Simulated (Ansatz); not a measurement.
**TiSe in Ansatz: the effect of functional**

Crystal: TiSe.

```xyz
2
Lattice="3.4034 0.0000 0.0000 0.0000 3.4034 0.0000 0.0000 0.0000 3.4034" Properties=species:S:1:pos:R:3 pbc="T T T"
Ti    0.0000    0.0000    0.0000
Se    1.7017    1.7017    1.7017
```

The cell comes from a database or a generator and needn't be the stable form of this composition.

Alike in all runs:

| Item | Value |
| --- | --- |
| Program | Ansatz 0.2.0 |
| Potentials or basis | Ansatz PAW |
| k mesh | 5 × 5 × 5 |
| Occupations | fermi-dirac, width 0.05 eV |
| Spin | no spin polarisation |

```csv
functional,cutoff,pressure (GPa)
LDA,420 eV (not typed: the program's choice for these potentials),?
PBEsol,420 eV (not typed: the program's choice for these potentials),-18.2
r2SCAN,500 eV (not typed: the program's choice for these potentials),-15.2
HSE06,420 eV (not typed: the program's choice for these potentials),-16.8
PBE0,420 eV (not typed: the program's choice for these potentials),-17.0
r2SCAN0,500 eV (not typed: the program's choice for these potentials),-17.3
```

**Question.** What does the run with functional LDA give?

**Answer.** Pressure -20.6 GPa.

Caveats: all runs use coarse meshes; the PAW data sets come from PBE, with cores solved anew for the run's functional, which leaves a small shift of forces and pressure; the thresholds are loose for stress (some runs).
